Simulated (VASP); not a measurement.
# Se (P4/mmm) in VASP: notebook, part 2 of 2

VASP 6.6.1. The steps go on from the part before.

### Step 3. Single point, PBE+D3(BJ) (strain +0.050 along x and y, -0.050 along z, atoms carried along)

The input, INCAR:

```
SYSTEM = Se
ALGO     = Normal         ! electronic algorithm
EDIFF    = 1E-6           ! SCF threshold, eV
ENCUT    = 520            ! plane-wave cutoff, eV
GGA      = PE             ! functional
ISIF     = 2              ! what is computed and relaxed
ISMEAR   = 0              ! smearing method
IVDW     = 12             ! dispersion correction
LASPH    = .TRUE.         ! aspherical terms in the spheres
LCHARG   = .TRUE.         ! write CHGCAR
LELF     = .TRUE.         ! ELF
LREAL    = .FALSE.        ! projectors in reciprocal space
LVHAR    = .TRUE.       
LWAVE    = .FALSE.        ! write WAVECAR
NBANDS   = 9              ! bands
NELM     = 100            ! most SCF steps
PREC     = Accurate       ! precision mode
SIGMA    = 0.15           ! smearing width, eV
```

The input, KPOINTS:

```
k-points
0
G
  16 16 16
  0 0 0
```

The input, POSCAR:

```
Se
1.0
    2.9510911710      0.0000000000      0.0000000000
    0.0000000000      2.9510911710      0.0000000000
    0.0000000000      0.0000000000      2.6700348690
Se
1
Direct
    0.0000000000      0.0000000000      0.0000000000
```

Potentials or basis: VASP PAW PBE potentials, release 64 (Se).

Started as:

```bash
> cat potpaw_PBE.64/Se/POTCAR > POTCAR
> mpirun -np 1 vasp_std > vasp.out
```

OUTCAR:

```text
SYSTEM = Se
   EDIFF = 1E-6
   ENCUT = 520
   GGA = PE
   ISIF = 2
   ISMEAR = 0
   IVDW = 12
   LASPH = .TRUE.
   LREAL = .FALSE.
   NELM = 100
   PREC = Accurate
 IVDW          = 12

 ion  position               nearest neighbor table
   1  0.000  0.000  0.000-

  LATTYP: Found a simple tetragonal cell.
 ALAT       =     2.9510911710
 C/A-ratio  =     0.9047619048

  Lattice vectors:

 A1 = (   2.9510911710,   0.0000000000,   0.0000000000)
 A2 = (   0.0000000000,   2.9510911710,   0.0000000000)
 A3 = (   0.0000000000,   0.0000000000,   2.6700348690)

Analysis of symmetry for initial positions (statically):
=====================================================================
 Subroutine PRICEL returns:
 Original cell was already a primitive cell.

 Routine SETGRP: Setting up the symmetry group for a
 simple tetragonal supercell.

 Subroutine GETGRP returns: Found 16 space group operations
 (whereof 16 operations were pure point group operations)
 out of a pool of 16 trial point group operations.

The static configuration has the point symmetry D_4h.

Analysis of symmetry for dynamics (positions and initial velocities):
=====================================================================
 Subroutine PRICEL returns:
 Original cell was already a primitive cell.

 Routine SETGRP: Setting up the symmetry group for a
 simple tetragonal supercell.

 Subroutine GETGRP returns: Found 16 space group operations
 (whereof 16 operations were pure point group operations)
 out of a pool of 16 trial point group operations.

The dynamic configuration has the point symmetry D_4h.

 Subroutine INISYM returns: Found 16 space group operations
 (whereof 16 operations are pure point group operations),
 and found     1 'primitive' translations

----------------------------------------------------------------------------------------

                                     Primitive cell

  volume of cell :      23.2532

  direct lattice vectors                    reciprocal lattice vectors
     2.951091171  0.000000000  0.000000000     0.338857711  0.000000000  0.000000000
     0.000000000  2.951091171  0.000000000     0.000000000  0.338857711  0.000000000
     0.000000000  0.000000000  2.670034869     0.000000000  0.000000000  0.374526944

[... 111 lines left out ...]
   LRPA    =     F    only Hartree local field effects (RPA)
 non-spin polarized calculation
 Gauss-broadening in eV      SIGMA  =   0.15
  energy-cutoff  :      520.00
  volume of cell :       23.25
 maximum number of plane-waves:       642
 NGX is ok and might be reduce to    24
   NGX = 11   NGY = 11   NGZ =  9

 number of electron       6.0000000 magnetization

 Free energy of the ion-electron system (eV)
  ---------------------------------------------------
  ext. energy  EPLUGINS =         0.00000000
  ---------------------------------------------------
  free energy    TOTEN  =        -3.29355787 eV

  energy without entropy =       -3.28701143  energy(sigma->0) =       -3.29028465

 E-fermi :   4.3063     XC(G=0):  -9.7755

 val. band max:        4.3042308045   @ k =   0.1875   0.0625   0.5000
 cond. band min:       4.3081756711   @ k =   0.4375   0.2500   0.5000
 fundamental gap:      0.0039448666
 Fermi energy:         4.3063027052

 k-point     1 :       0.0000    0.0000    0.0000
  band No.  band energies     occupation
      1     -11.5383      2.00000
      2       4.8396      0.00000
      3       4.8396      0.00000
      4       7.5049      0.00000
      5      10.9421      0.00000
      6      11.6248      0.00000
      7      13.9993      0.00000
      8      24.6189      0.00000
      9      26.7902      0.00000
[... 265 lines left out ...]
 k-point    24 :       0.5000    0.1250    0.0000
  band No.  band energies     occupation
      1      -9.7708      2.00000
      2      -2.0406      2.00000
      3       4.5236      0.04047
      4       8.6640      0.00000
      5      13.3235      0.00000
      6      15.2457      0.00000
      7      16.9893      0.00000
      8      19.8951      0.00000
      9      20.2550      0.00000

 [... further k-points ...]

------------------------ aborting loop because EDIFF is reached ----------------------------------------

 Edisp (eV)   -0.37643

 E8    (eV) :    -0.1555

  FORCE on cell =-STRESS in cart. coord.  units (eV):
  Direction    XX          YY          ZZ          XY          YZ          ZX
  --------------------------------------------------------------------------------------
  -------------------------------------------------------------------------------------
  Total      -0.88026    -0.88026     0.37442     0.00000     0.00000     0.00000
  in kB     -60.65147   -60.65147    25.79821     0.00000     0.00000     0.00000
  external pressure =      -31.83 kB  Pullay stress =        0.00 kB

 VOLUME and BASIS-vectors are now :
 -----------------------------------------------------------------------------
  energy-cutoff  :      520.00
  volume of cell :       23.25
      direct lattice vectors                 reciprocal lattice vectors
     2.951091171  0.000000000  0.000000000     0.338857711  0.000000000  0.000000000
     0.000000000  2.951091171  0.000000000     0.000000000  0.338857711  0.000000000
     0.000000000  0.000000000  2.670034869     0.000000000  0.000000000  0.374526944

 POSITION                                       TOTAL-FORCE (eV/Angst)
 -----------------------------------------------------------------------------------
      0.00000      0.00000      0.00000         0.000000      0.000000      0.000000
 -----------------------------------------------------------------------------------
    total drift:                               -0.000000      0.000000      0.000000

  FREE ENERGIE OF THE ION-ELECTRON SYSTEM (eV)
  ---------------------------------------------------
  free  energy   TOTEN  =        -3.6699853052 eV

  energy  without entropy=       -3.6634388654  energy(sigma->0) =       -3.66671209
```

OSZICAR:

```text
N       E                     dE             d eps       ncg     rms          rms(c)
DAV:   1     0.101353910364E+02    0.10135E+02   -0.28209E+03  7322   0.563E+02
DAV:   2    -0.294005964853E+01   -0.13075E+02   -0.12542E+02  9667   0.765E+01
DAV:   3    -0.328833261850E+01   -0.34827E+00   -0.34479E+00  8579   0.116E+01
DAV:   4    -0.328916199942E+01   -0.82938E-03   -0.82933E-03 10101   0.645E-01
DAV:   5    -0.328916276080E+01   -0.76137E-06   -0.76110E-06  8730   0.164E-02    0.353E+00
DAV:   6    -0.329144779071E+01   -0.22850E-02   -0.15765E-03  8493   0.245E-01    0.211E+00
DAV:   7    -0.329350907188E+01   -0.20613E-02   -0.31971E-03  7735   0.358E-01    0.525E-02
DAV:   8    -0.329355210244E+01   -0.43031E-04   -0.16360E-04  8418   0.796E-02    0.791E-03
DAV:   9    -0.329355648758E+01   -0.43851E-05   -0.38750E-06  9088   0.134E-02    0.545E-03
DAV:  10    -0.329355783912E+01   -0.13515E-05   -0.25602E-06  7847   0.901E-03    0.648E-04
DAV:  11    -0.329355786766E+01   -0.28541E-07   -0.74837E-08  4395   0.185E-03
   1 F= -.36699853E+01 E0= -.36667121E+01  d E =-.654644E-02
```

It took 15 s on 1 thread of Intel Xeon 6975P-C (Granite Rapids), shared host; peak memory 0.2 GiB.

Results:

| Quantity | Value |
| --- | --- |
| Free energy | -3.6700 eV |
| Pressure | -3.2 GPa |
| Band gap on the k mesh | none (metal or under the smearing width) |
| Dispersion energy per atom | -0.376 eV |

Stress tensor (GPa, compression positive):
```
-6.07  0.00  0.00
 0.00 -6.07  0.00
 0.00  0.00  2.58
```

Caveat: pairwise dispersion overbinds metals, which lowers pressure and volume.

### Step 4. Single point, PBE+D3(BJ) (strain -0.025 along x and y, +0.000 along z, atoms carried along)

The input, INCAR:

```
SYSTEM = Se
PREC     = Accurate       ! precision mode
ENCUT    = 520            ! plane-wave cutoff, eV
EDIFF    = 1E-6           ! SCF threshold, eV
ISMEAR   = 0              ! smearing method
SIGMA    = 0.15           ! smearing width, eV
LREAL    = .False.        ! projectors in reciprocal space
LASPH    = .True.         ! aspherical terms in the spheres
NELM     = 100            ! most SCF steps
ALGO     = Normal         ! electronic algorithm
ISIF     = 2              ! what is computed and relaxed
LWAVE    = .False.        ! write WAVECAR
LCHARG   = .False.        ! write CHGCAR
GGA      = PE             ! functional
IVDW     = 12             ! dispersion correction
NBANDS   = 9              ! bands
```

The input, KPOINTS:

```
regular mesh
0
Gamma
  16 16 16
  0 0 0
```

The input, POSCAR:

```
Se
1.0
    2.7402989445      0.0000000000      0.0000000000
    0.0000000000      2.7402989445      0.0000000000
    0.0000000000      0.0000000000      2.8105630200
Se
1
Direct
    0.0000000000      0.0000000000      0.0000000000
```

Started as:

```bash
> cat potpaw_PBE.64/Se/POTCAR > POTCAR
> mpirun -np 1 vasp_std > vasp.out
```

It took 16 s on 1 thread of Intel Xeon 6975P-C (Granite Rapids), shared host; peak memory 0.19 GiB.

It converged, with:

* Free energy: -3.7167 eV
* Pressure: 2.9 GPa
* Band gap on the k mesh: none (metal or under the smearing width)
* Dispersion energy per atom: -0.416 eV

Stress tensor (GPa, compression positive):
```
3.64 0.00 0.00
0.00 3.64 0.00
0.00 0.00 1.32
```

Levels at points of the mesh, in eV from the Fermi level:
```tsv
k point	band 1	band 2	band 3	band 4	band 5	band 6
(0.00, 0.00, 0.00)	-16.62	1.09	1.79	1.79	7.38	7.84
(0.50, 0.00, 0.00)	-14.19	-7.56	2.78	3.46	9.97	12.18
(0.50, 0.50, 0.00)	-11.73	-5.39	-5.39	2.61	4.32	13.78
(0.00, 0.00, 0.50)	-14.52	-7.43	3.23	3.23	9.93	12.19
(0.50, 0.00, 0.50)	-12.08	-5.64	-5.21	2.58	4.76	13.98
(0.50, 0.50, 0.50)	-9.54	-3.69	-3.69	-3.23	5.46	5.75
```

Caveat: pairwise dispersion overbinds metals, which lowers pressure and volume.

### Step 5. Summary

| cell | gap on the mesh (eV) | pressure (GPa) |
| --- | --- | --- |
| strain -0.025 along x and y, +0.050 along z, atoms carried along | none | -0.6 |
| strain +0.050 along x and y, -0.050 along z, atoms carried along | none | -3.2 |
| strain -0.025 along x and y, +0.000 along z, atoms carried along | none | 2.9 |

Alike in all rows: task single point; level PBE+D3(BJ); potentials or basis VASP PAW PBE potentials, release 64 (Se); no spin polarisation; k mesh 16 × 16 × 16; cutoff (eV) 520; smearing gaussian 0.15 eV.

Caveats: pairwise dispersion overbinds metals, which lowers pressure and volume.

Absolute energies hang on the potentials; compare differences alone.
